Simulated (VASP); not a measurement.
# BeTe (F-43m) in VASP: further runs

Runs on BeTe. Level: TB-mBJ. Tasks: band structure.

Program: VASP 6.6.1. These are calculated values, not measurements. Logs are shortened: lines on timing, memory, paths and dates and some standing lists are left out, and cuts for length are marked.

## (1) The crystal as given

The structure is cubic, space group F-43m (No. 216). The conventional cell has a = 5.540 Å, b = 5.540 Å, c = 5.540 Å, α = 90.00°, β = 90.00°, γ = 90.00°. Te (site symmetry -43m) has 4 Be at 2.40 Å as nearest neighbours. Around Be (site symmetry -43m) lie 4 Te at 2.40 Å.

## (2) Band structure, TB-mBJ

Input file POSCAR:

```
BeTe
1.0
    0.0000000000      2.7700000000      2.7700000000
    2.7700000000      0.0000000000      2.7700000000
    2.7700000000      2.7700000000      0.0000000000
Te Be
1 1
Direct
    0.7500000000      0.7500000000      0.7500000000
    0.0000000000      0.0000000000      0.0000000000
```

Input file INCAR.step1:

```
SYSTEM = BeTe
PREC = Accurate
ENCUT = 520
EDIFF = 1E-5
ISMEAR = -1
SIGMA = 0.05
LREAL = .FALSE.
LASPH = .TRUE.
NELM = 60
ALGO = Normal
ISIF = 2
LWAVE = .TRUE.
LCHARG = .FALSE.
GGA = PE
```

Input file INCAR.step2:

```
SYSTEM = BeTe
PREC = Accurate
ENCUT = 520
EDIFF = 1E-7
ISMEAR = -1
SIGMA = 0.05
LREAL = .FALSE.
LASPH = .TRUE.
NELM = 60
ALGO = Normal
ISIF = 2
LWAVE = .FALSE.
LCHARG = .FALSE.
METAGGA = MBJ
ISTART = 1
```

Input file KPOINTS:

```
Automatic mesh
0
G
  8 8 8
  0 0 0
```

Input file KPOINTS_OPT:

```
path GXWKGLUWLK,UX
15
line-mode
reciprocal
 0.0000000000  0.0000000000  0.0000000000  G
 0.5000000000  0.0000000000  0.5000000000  X

 0.5000000000  0.0000000000  0.5000000000  X
 0.5000000000  0.2500000000  0.7500000000  W

 0.5000000000  0.2500000000  0.7500000000  W
 0.3750000000  0.3750000000  0.7500000000  K

 0.3750000000  0.3750000000  0.7500000000  K
 0.0000000000  0.0000000000  0.0000000000  G

 0.0000000000  0.0000000000  0.0000000000  G
 0.5000000000  0.5000000000  0.5000000000  L

 0.5000000000  0.5000000000  0.5000000000  L
 0.6250000000  0.2500000000  0.6250000000  U

 0.6250000000  0.2500000000  0.6250000000  U
 0.5000000000  0.2500000000  0.7500000000  W

 0.5000000000  0.2500000000  0.7500000000  W
 0.5000000000  0.5000000000  0.5000000000  L

 0.5000000000  0.5000000000  0.5000000000  L
 0.3750000000  0.3750000000  0.7500000000  K

 0.6250000000  0.2500000000  0.6250000000  U
 0.5000000000  0.0000000000  0.5000000000  X
```

Potentials or basis: VASP PAW PBE potentials, release 64 (Te, Be).

On the command line:

```bash
cat potpaw_PBE.64/Te/POTCAR potpaw_PBE.64/Be/POTCAR > POTCAR
cp INCAR.step1 INCAR
mpirun -np 1 vasp_std > vasp.out
cp INCAR.step2 INCAR
mpirun -np 1 vasp_std > vasp.out
```

OUTCAR:

```text
SYSTEM = BeTe
   PREC = Accurate
   ENCUT = 520
   EDIFF = 1E-7
   ISMEAR = -1
   LREAL = .FALSE.
   LASPH = .TRUE.
   NELM = 60
   ISIF = 2
   METAGGA = MBJ
   ISTART = 1

 ion  position               nearest neighbor table
   1  0.750  0.750  0.750-   2 2.40   2 2.40   2 2.40   2 2.40
   2  0.000  0.000  0.000-   1 2.40   1 2.40   1 2.40   1 2.40

  LATTYP: Found a face centered cubic cell.
 ALAT       =     5.5400000000

  Lattice vectors:

 A1 = (   0.0000000000,   2.7700000000,   2.7700000000)
 A2 = (   2.7700000000,   0.0000000000,   2.7700000000)
 A3 = (   2.7700000000,   2.7700000000,   0.0000000000)

Analysis of symmetry for initial positions (statically):
=====================================================================
 Subroutine PRICEL returns:
 Original cell was already a primitive cell.

 Routine SETGRP: Setting up the symmetry group for a
 face centered cubic supercell.

 Subroutine GETGRP returns: Found 24 space group operations
 (whereof 24 operations were pure point group operations)
 out of a pool of 48 trial point group operations.

The static configuration has the point symmetry T_d .

Analysis of symmetry for dynamics (positions and initial velocities):
=====================================================================
 Subroutine PRICEL returns:
 Original cell was already a primitive cell.

 Routine SETGRP: Setting up the symmetry group for a
 face centered cubic supercell.

 Subroutine GETGRP returns: Found 24 space group operations
 (whereof 24 operations were pure point group operations)
 out of a pool of 48 trial point group operations.

The dynamic configuration has the point symmetry T_d .

 Subroutine INISYM returns: Found 24 space group operations
 (whereof 24 operations are pure point group operations),
 and found     1 'primitive' translations

----------------------------------------------------------------------------------------

                                     Primitive cell

  volume of cell :      42.5079

  direct lattice vectors                    reciprocal lattice vectors
     0.000000000  2.770000000  2.770000000    -0.180505415  0.180505415  0.180505415
     2.770000000  0.000000000  2.770000000     0.180505415 -0.180505415  0.180505415
     2.770000000  2.770000000  0.000000000     0.180505415  0.180505415 -0.180505415

  length of vectors
     3.917371568  3.917371568  3.917371568     0.312644550  0.312644550  0.312644550

[... 84 lines left out ...]
   IBRION =     -1    ionic relax: 0-MD 1-quasi-New 2-CG
   NFREE  =      0    steps in history (QN), initial steepest desc. (CG)
   ISIF   =      2    stress and relaxation
   ISYM   =      2    0-nonsym 1-usesym 2-fastsym
   POTIM  = 0.5000    time-step for ionic-motion
   TEBEG  =    0.0;   TEEND  =   0.0 temperature during run
   PSTRESS=    0.0 pullay stress
   NELECT =       8.0000    total number of electrons
   NUPDOWN=      -1.0000    fix difference up-down
   EMIN   =  10.00;   EMAX   =-10.00  energy-range for DOS
   EFERMI =   0.00;   METHOD = LEGACY
   ISMEAR =    -1;   SIGMA  =   0.05  broadening in eV -4-tet -1-fermi 0-gaus
   EFERMI_NEDOS =   21; number of points for ismear=-14 and -15
   IALGO  =     38    algorithm
   IMIX   =      4    mixing-type and parameters
     AMIX     =   0.40;   BMIX     =  1.00
     AMIX_MAG =   1.60;   BMIX_MAG =  1.00
  volume/ion in A,a.u.               =      21.25       143.43
  Fermi-wavevector in a.u.,A,eV,Ry     =   0.938170  1.772885 11.975354  0.880164
  Thomas-Fermi vector in A             =   2.065355
   LORBIT       =      0    0 simple, 1 ext, 2 COOP (PROOUT), +10 PAW based schemes
   METAGGA = MBJ    functional components
   LHFCALC =     F    Hartree Fock is set to
   AEXX    =    0.0000 exact exchange contribution
   IVDW    =     0    specifies the selected vdW correction
   LEPSILON=     F    determine dielectric tensor
   LRPA    =     F    only Hartree local field effects (RPA)
 non-spin polarized calculation
  energy-cutoff  :      520.00
  volume of cell :       42.51
 maximum number of plane-waves:      1162
 NGX is ok and might be reduce to    30
   NGX = 15   NGY = 15   NGZ = 15

 number of electron       8.0000000 magnetization

 Free energy of the ion-electron system (eV)
  ---------------------------------------------------
  ext. energy  EPLUGINS =         0.00000000
  ---------------------------------------------------
  free energy    TOTEN  =       324.72137505 eV

  energy without entropy =      324.72137505  energy(sigma->0) =      324.72137505

 E-fermi :   6.3820     XC(G=0):  -7.7870

 val. band max:        5.3678295705   @ k =   0.0000   0.0000   0.0000
 cond. band min:       7.9005626773   @ k =   0.5000   0.5000   0.0000
 fundamental gap:      2.5327331068
 Fermi energy:         6.3819774674

 k-point     1 :       0.0000    0.0000    0.0000
  band No.  band energies     occupation
      1      -7.0887      2.00000
      2       5.3678      2.00000
      3       5.3678      2.00000
      4       5.3678      2.00000
      5       9.4964      0.00000
      6       9.4964      0.00000
      7       9.4964      0.00000
      8      10.4719      0.00000
[... 243 lines left out ...]
 k-point    24 :      -0.3750    0.2500    0.1250
  band No.  band energies     occupation
      1      -5.3787      2.00000
      2       0.1714      2.00000
      3       2.4601      2.00000
      4       3.4522      2.00000
      5      10.1444      0.00000
      6      10.3355      0.00000
      7      12.8184      0.00000
      8      14.0408      0.00000

 [... further k-points ...]

------------------------ aborting loop because EDIFF is reached ----------------------------------------

  FORCE on cell =-STRESS in cart. coord.  units (eV):
  Direction    XX          YY          ZZ          XY          YZ          ZX
  --------------------------------------------------------------------------------------
  -------------------------------------------------------------------------------------
  Total       17.9531933     17.9531933     17.9531933      0.0000000      0.0000000     -0.0000000
  in kB      676.6794483    676.6794483    676.6794483      0.0000000      0.0000000     -0.0000000
  external PRESSURE =     676.6794483 kB  Pullay stress =       0.0000000 kB

 VOLUME and BASIS-vectors are now :
 -----------------------------------------------------------------------------
  energy-cutoff  :      520.00
  volume of cell :       42.51
      direct lattice vectors                 reciprocal lattice vectors
     0.000000000  2.770000000  2.770000000    -0.180505415  0.180505415  0.180505415
     2.770000000  0.000000000  2.770000000     0.180505415 -0.180505415  0.180505415
     2.770000000  2.770000000  0.000000000     0.180505415  0.180505415 -0.180505415

 POSITION                                       TOTAL-FORCE (eV/Angst)
 -----------------------------------------------------------------------------------
      4.15500      4.15500      4.15500         0.000000      0.000000      0.000000
      0.00000      0.00000      0.00000        -0.000000     -0.000000     -0.000000
 -----------------------------------------------------------------------------------
    total drift:                                0.000003      0.000003      0.000003

  FREE ENERGIE OF THE ION-ELECTRON SYSTEM (eV)
  ---------------------------------------------------
  free  energy   TOTEN  =       324.7213750505 eV

  energy  without entropy=      324.7213750505  energy(sigma->0) =      324.72137505
```

OUTCAR.step1:

```text
SYSTEM = BeTe
   PREC = Accurate
   ENCUT = 520
   EDIFF = 1E-5
   ISMEAR = -1
   LREAL = .FALSE.
[... 487 lines left out ...]
      4.15500      4.15500      4.15500        -0.000000     -0.000000     -0.000000
      0.00000      0.00000      0.00000         0.000000      0.000000      0.000000
 -----------------------------------------------------------------------------------
    total drift:                               -0.000000     -0.000000     -0.000000

  FREE ENERGIE OF THE ION-ELECTRON SYSTEM (eV)
  ---------------------------------------------------
  free  energy   TOTEN  =        -7.5847713172 eV

  energy  without entropy=       -7.5847713170  energy(sigma->0) =       -7.58477132
```

It took 96 s on 1 thread of Intel Xeon Platinum 8259CL at 2.50GHz (Skylake/Cascade Lake), shared host; peak memory 0.18 GiB.

What came out:

```
Band gap on the k mesh  : 2.53 eV, indirect (least direct gap 4.13 eV)
Band gap along the path : 2.53 eV, indirect (least direct gap 4.13 eV)
```

Levels at the corners of the path, in eV from the valence-band top:
```
point  band 2  band 3  band 4  band 5  band 6  band 7
    Γ    0.00    0.00    0.00    4.13    4.13    4.13
    X   -5.21   -2.68   -2.68    2.53    3.07   10.89
    X   -5.21   -2.68   -2.68    2.53    3.07   10.89
    W   -4.66   -3.75   -3.22    5.77    6.06    6.49
    W   -4.66   -3.75   -3.22    5.77    6.06    6.49
    K   -4.84   -3.92   -2.26    3.22    5.84    8.73
    K   -4.84   -3.92   -2.26    3.22    5.84    8.73
    Γ    0.00    0.00    0.00    4.13    4.13    4.13
    Γ    0.00    0.00    0.00    4.13    4.13    4.13
    L   -5.63   -1.14   -1.14    3.82    5.07    5.07
    L   -5.63   -1.14   -1.14    3.82    5.07    5.07
    U   -4.84   -3.92   -2.26    3.22    5.84    8.73
    U   -4.84   -3.92   -2.26    3.22    5.84    8.73
    W   -4.66   -3.75   -3.22    5.77    6.06    6.49
    W   -4.66   -3.75   -3.22    5.77    6.06    6.49
    L   -5.63   -1.14   -1.14    3.82    5.07    5.07
    L   -5.63   -1.14   -1.14    3.82    5.07    5.07
    K   -4.84   -3.92   -2.26    3.22    5.84    8.73
    U   -4.84   -3.92   -2.26    3.22    5.84    8.73
    X   -5.21   -2.68   -2.68    2.53    3.07   10.89
```

Caveat: the PAW data sets were made with another functional, which shifts forces and pressure a little; spin-orbit coupling is left out, which moves the levels of the heavy elements.

## (3) Band structure, TB-mBJ, spin-orbit coupling, no magnetisation

POSCAR is that of step 2.

Input file INCAR.step1:

```
  PREC = Accurate
  ENCUT = 520
  EDIFF = 1E-5
  ISMEAR = -1
  SIGMA = 0.05
  LREAL = False
  LASPH = True
  NELM = 80
  ALGO = Normal
  ISIF = 2
  LWAVE = True
  LCHARG = False
  MAGMOM = 0 0 0 0 0 0
  LORBIT = 11
  LSORBIT = True
  GGA_COMPAT = False
  NBANDS = 20
  GGA = PE
```

Input file INCAR.step2:

```
  PREC = Accurate
  ENCUT = 520
  EDIFF = 1E-6
  ISMEAR = -1
  SIGMA = 0.05
  LREAL = False
  LASPH = True
  NELM = 80
  ALGO = Normal
  ISIF = 2
  LWAVE = False
  LCHARG = False
  MAGMOM = 0 0 0 0 0 0
  LORBIT = 11
  LSORBIT = True
  GGA_COMPAT = False
  METAGGA = MBJ
  NBANDS = 20
  ISTART = 1
```

Input file KPOINTS:

```
regular mesh
0
Gamma
  6 6 6
```

Changes to KPOINTS_OPT since step 2:

```diff
@@ -1,3 +1,3 @@
 path GXWKGLUWLK,UX
-15
+20
 line-mode
```

Potentials or basis: VASP PAW PBE potentials, release 64 (Te, Be).

On the command line:

```bash
cat potpaw_PBE.64/Te/POTCAR potpaw_PBE.64/Be/POTCAR > POTCAR
cp INCAR.step1 INCAR
mpirun -np 1 vasp_ncl > vasp.out
cp INCAR.step2 INCAR
mpirun -np 1 vasp_ncl > vasp.out
```

It took 7.1 min on 1 thread of Intel Xeon Platinum 8259CL at 2.50GHz (Skylake/Cascade Lake), shared host; peak memory 0.32 GiB.

It converged, with:

```yaml
Valence_electrons_inside_the_program's_atomic_spheres: Te 3.62; Be 0.85
```

Caveat: the PAW data sets were made with another functional, which shifts forces and pressure a little.

## (4) For comparison

An earlier run on the cell as given: functional PBEsol; potentials or basis VASP PAW PBE potentials, release 64 (Te, Be); cutoff 520 eV; k mesh 8 × 8 × 8; occupations fermi-dirac, width 0.05 eV; no spin polarisation.

* Pressure: 2.5 GPa
* Band gap on the k mesh: 1.73 eV, indirect (least direct gap 3.55 eV)

## (5) The runs side by side

| task | level | spin | k mesh | ladder | gap on the mesh (eV) |
| --- | --- | --- | --- | --- | --- |
| band structure | TB-mBJ | off | 8 × 8 × 8 | - | 2.53 |
| band structure | TB-mBJ | SOC, no magnetisation | 6 × 6 × 6 | - | - |
| single point | PBEsol | off | 8 × 8 × 8 | free | 1.73 |

Alike in all rows: potentials or basis VASP PAW PBE potentials, release 64 (Te, Be); cell as given; cutoff (eV) 520; smearing fermi-dirac 0.05 eV.

Caveats: the PAW data sets were made with another functional, which shifts forces and pressure a little; spin-orbit coupling is left out, which moves the levels of the heavy elements (some runs).

Absolute energies hang on the potentials; compare differences alone.
